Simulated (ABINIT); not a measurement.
Crystal: CaO.

```
CELL_PARAMETERS angstrom
0.00000 2.40356 2.40356
2.40356 0.00000 2.40356
2.40356 2.40356 0.00000
ATOMIC_POSITIONS crystal
Ca 0.00000 0.00000 0.00000
O 0.50000 0.50000 0.50000
```

The cell is a database's computed one.

| Item | Value |
| --- | --- |
| Program | ABINIT 10.8.3 (patched build) |
| Task | single point |
| Functional | PBE |
| Potentials or basis | JTH PAW PBE v2.0 |
| Cutoff | 626 eV |
| k mesh | 10 × 10 × 10 |
| Occupations | fermi-dirac, width 0.05 eV |
| Spin | no spin polarisation |

On this cell: pressure 1.5 GPa; largest force zero by symmetry; band gap on the k mesh 3.65 eV, indirect (least direct gap 4.02 eV).

The same run follows on a disturbed copy (atoms moved at random, drawn with an rms of 0.05 Å):

```
Ca O
1.0
     0.00000    2.40356    2.40356
     2.40356    0.00000    2.40356
     2.40356    2.40356    0.00000
Ca O
1 1
Direct
  0.01087 0.99606 0.99431
  0.51454 0.50652 0.48857
```

Question: What changes?

Answer: The energy moves by +1.1 meV/atom; pressure 1.5 GPa; largest force 0.109 eV/Å; band gap on the k mesh 3.65 eV, indirect (least direct gap 4.03 eV).

Forces in eV/Å, atoms in the order of the input:
```
Ca   0.035 -0.016  0.102
O   -0.035  0.016 -0.102
```

Stress tensor (GPa, compression positive):
```
 1.46  0.00 -0.01
 0.00  1.44  0.00
-0.01  0.00  1.61
```

A k mesh can miss the band edges.
